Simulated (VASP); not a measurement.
Write the native input for VASP 6.6.1 that does the following.

| Property | Result |
| --- | --- |
| Task | relaxation of cell and atoms |
| Functional | r2SCAN |
| Potentials or basis | VASP PAW PBE potentials, release 64 (Ti_sv) |
| Cutoff | 600 eV |
| k mesh | 13 × 13 × 7 |
| Occupations | gaussian, width 0.1 eV |
| Spin | no spin polarisation |
| Further INCAR settings | ALGO = Normal; EDIFF = 1e-07; IBRION = 2; EDIFFG = -0.004; NSW = 80; ISIF = 3 |

The structure of Ti lies in POSCAR:

```
Ti
1.0
    2.9500000000      0.0000000000      0.0000000000
   -1.4750000000      2.5547749400      0.0000000000
    0.0000000000      0.0000000000      4.6800000000
Ti
2
Direct
    0.3333333300      0.6666666700      0.2500000000
    0.6666666700      0.3333333300      0.7500000000
```

These files were run (other wordings do the same):

INCAR

```
SYSTEM = Ti
ALGO = Normal
EDIFF = 1E-7
EDIFFG = -0.004
ENCUT = 600
IBRION = 2
ISIF = 3
ISMEAR = 0
LASPH = .TRUE.
LCHARG = .FALSE.
LMIXTAU = .TRUE.
LREAL = .FALSE.
LWAVE = .FALSE.
METAGGA = R2SCAN
NELM = 100
NSW = 80
PREC = Accurate
SIGMA = 0.1
```

KPOINTS

```
k-points
0
G
  13 13 7
  0 0 0
```

Potentials or basis: VASP PAW PBE potentials, release 64 (Ti_sv).

Run with:

```console
$ cat potpaw_PBE.64/Ti_sv/POTCAR > POTCAR
$ mpirun -np 1 vasp_std > vasp.out
```

Results of the run:

```json
{"Relaxed volume": "17.36 Å³/atom", "Relaxed cell": "a = 2.939 Å, b = 2.939 Å, c = 4.641 Å, α = 90.00°, β = 90.00°, γ = 120.00°", "Space group after relaxing (to 0.05 Å)": "P6_3/mmc (No. 194)", "Energy gained by relaxing": "1.6 meV/atom", "Ionic steps": "6", "Pressure after relaxing": "0.0 GPa", "Band gap on the k mesh": "none (metal or under the smearing width)"}
```

Caveat: the PAW data sets were made with another functional, which shifts forces and pressure a little.

It took 6.3 min on 1 thread of Intel(R) Xeon(R) 6975P-C (Granite Rapids), on a shared host, peak memory 0.2 GiB.
